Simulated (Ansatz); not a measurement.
The cell is COD entry 9008696, as deposited and not checked against the literature; nothing was relaxed. The listed cell was then made from it by scaling, straining or moving an atom.

An input for TePb: DFT, PBEsol, all-electron LAPW, scalar-relativistic (Ansatz 0.2.0).

Command: `ansatz run input.yaml --threads 1 --pin off --max-ram 3072MiB --backend cpu --events-out ev --progress --plain --runs-dir out` The run took 48 s on 1 thread of Intel(R) Xeon(R) Platinum 8259CL CPU @ 2.50GHz (Skylake/Cascade Lake), on a shared host, peak memory 0.6 GiB.

```yaml
crystal:
  lattice:
    - [0.0, 3.19473, 3.227]
    - [3.19473, 0.0, 3.227]
    - [3.19473, 3.19473, 0.0]
  atoms:
    - { symbol: Te, position: [0.5, 0.5, 0.5] }
    - { symbol: Pb, position: [0.0, 0.0, 0.0] }
kpoints:
  mp_grid: { grid: [10, 10, 10] }
  band_path:
    path:
      - [0.0, 0.0, 0.0]
      - [0.0, 0.5, 0.5]
      - [0.25, 0.75, 0.5]
      - [0.0, 0.5, 0.0]
      - [0.0, 0.0, 0.0]
      - [0.5, 0.5, 0.0]
      - [0.3725125, 0.6274875, 0.0]
      - [-0.3725125, 0.3725125, 0.0]
      - [0.0, 0.0, 0.0]
    npoints: 5
scf:
  occupations: { method: fermi_dirac, width: 0.03 }
hamiltonian:
  xc: pbesol
  pseudopotentials: { kind: all_electron, lapw: { basis_error: 0.0005 } }
output:
  forces: true
  stress: true
  eigenvalues: true
```

Set-up and iterations as logged by Ansatz (the results part is left out, to be predicted):

```
LAPW: plane waves up to 7.238 Å⁻¹, error target 5.0e-4 eV per atom; small_component_spin mean_spin; Te in spheres of 1.565 Å, 24 of its electrons in bands, Dirac shells []; Pb in spheres of 1.630 Å, 36 of its electrons in bands, Dirac shells []
Engine: ansatz 0.2.0
Pseudopotentials: kind: all_electron
Pseudopotential: Te, LAPW, valence charge 24, Koelling and Harmon's equation, gaussian nucleus
Pseudopotential: Pb, LAPW, valence charge 36, Koelling and Harmon's equation, gaussian nucleus
Functional definition: PBEsol
  exchange = pbesol_x
  correlation = pbesol_c
Crystal: 2 atoms, lattice volume = 65.871 Å³
Basis set: ecut = 199.60849050066136 eV, 411 PW (Γ), exchange–correlation at level 2
Bands: 36, of which v1, the nominal top of the filled ones, is band 30 counted from 1 (29 counted from 0)
Symmetry: 16 space group operations
Space group: I4/mmm (ITA 139), of the structure as read, at distance tolerance 4.0e-5 Å
k-points: 102 of 1000
Non-local potential: Te, projectors of the file, none
Non-local potential: Pb, projectors of the file, none
Initial density: superposition of atomic densities (chi_scale 0.1, normalization cell, long waves kept (reshape's long-wave potential 0.00 eV rms))
Initial wavefunctions: plane waves of lowest kinetic energy (no species holds an atomic orbital)
Functional: x = pbesol(κ = 0.804, μ = 0.12345679012345678), c = pbesol(β = 0.046)
iter 1 solved again at ethr=5.54e-4 eV; its pass at ethr=1.00e-1 eV (dr2=3.32e-1 eV) is discarded
SCF iter   1: F=—  HF=-752721.943145 eV  |F-HF|=—  |Δ(HF+E_count)|=         —  Δρ=1.43e-2  dr2=3.32e-1  ethr=5.54e-4  ⟨swp⟩=2.7  Hψ=22835  notcnv=0
iter 2 solved again at ethr=9.27e-6 eV; its pass at ethr=5.54e-4 eV (dr2=5.56e-3 eV) is discarded
SCF iter   2: F=—  HF=-752721.845771 eV  |F-HF|=—  |Δ(HF+E_count)|=   9.74e-2  Δρ=3.45e-3  dr2=5.57e-3  ethr=9.27e-6  ⟨swp⟩=2.0  Hψ=19164  notcnv=0
SCF iter   3: F=—  HF=-752721.837490 eV  |F-HF|=—  |Δ(HF+E_count)|=   8.28e-3  Δρ=2.23e-3  dr2=4.70e-3  ethr=9.27e-6  ⟨swp⟩=2.2  Hψ=11509  notcnv=0
SCF iter   4: F=—  HF=-752721.837671 eV  |F-HF|=—  |Δ(HF+E_count)|=   1.81e-4  Δρ=7.83e-4  dr2=5.52e-4  ethr=7.84e-6  ⟨swp⟩=2.0  Hψ=10914  notcnv=0
SCF iter   5: F=—  HF=-752721.837673 eV  |F-HF|=—  |Δ(HF+E_count)|=   2.22e-6  Δρ=1.29e-4  dr2=1.21e-5  ethr=9.20e-7  ⟨swp⟩=2.0  Hψ=10914  notcnv=0
SCF iter   6: F=—  HF=-752721.837676 eV  |F-HF|=—  |Δ(HF+E_count)|=   3.46e-6  Δρ=1.84e-5  dr2=2.67e-7  ethr=2.02e-8  ⟨swp⟩=2.0  Hψ=10914  notcnv=0
SCF iter   7: F=-752721.837677 eV  HF=-752721.837677 eV  |F-HF|=5.82e-9  |Δ(HF+E_count)|=   1.74e-7  Δρ=2.91e-6  dr2=6.37e-9  ethr=4.46e-10  ⟨swp⟩=2.9  Hψ=11063  notcnv=0
```

Q: What pressure will this run report?

A: 0.71 GPa (positive in compression).

Q: Is there a band gap?

A: 0.61 eV, direct at N (0, 0.5, 0).
